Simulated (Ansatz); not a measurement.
Free-standing chains of the atoms of SiC, named by their start (strip: triangular double chain, ladder: square double chain); atoms and period are relaxed, and energies count from relaxed bulk SiC (F-43m, 10.50 Å³/atom, gap on the mesh 1.37 eV).

The calculation used Ansatz 0.2.0, DFT PBE, scalar-relativistic, plane waves, PAW.

Cutoff 420 eV, Gaussian smearing of 0.05 eV, energies at zero smearing, symmetry of each start kept, collinear spin where a moment is listed.

```json
{"start": "linear chain", "atoms": "2", "k mesh": "1×1×19", "excess energy (eV per host atom)": "1.988", "period (Å)": "3.308", "gap on the mesh (eV)": "2.08", "highest filled level or Fermi level under vacuum (eV)": "5.56"}
{"start": "dimerised chain", "atoms": "2", "k mesh": "1×1×19", "excess energy (eV per host atom)": "1.988", "period (Å)": "3.308", "gap on the mesh (eV)": "2.08", "highest filled level or Fermi level under vacuum (eV)": "5.56"}
{"start": "zigzag chain", "atoms": "2", "k mesh": "1×1×21", "excess energy (eV per host atom)": "1.983", "period (Å)": "3.267", "gap on the mesh (eV)": "1.24", "highest filled level or Fermi level under vacuum (eV)": "5.50"}
{"start": "ladder chain", "atoms": "4", "k mesh": "1×1×19", "excess energy (eV per host atom)": "1.377", "period (Å)": "3.470", "gap on the mesh (eV)": "2.19", "highest filled level or Fermi level under vacuum (eV)": "-"}
{"start": "strip chain", "atoms": "2", "k mesh": "1×1×35", "excess energy (eV per host atom)": "2.799", "period (Å)": "2.242", "gap on the mesh (eV)": "0", "highest filled level or Fermi level under vacuum (eV)": "-"}
```

Zero in every row: size of the moment (μB per cell).

An odd mesh misses points on the zone edge, so a gap read on it can be too wide.

Each run keeps its start's symmetry and one magnetic start, so lower states can exist. Rows stand on unlike meshes and boxes, so starts that end alike can differ by a few hundredths of an eV per atom.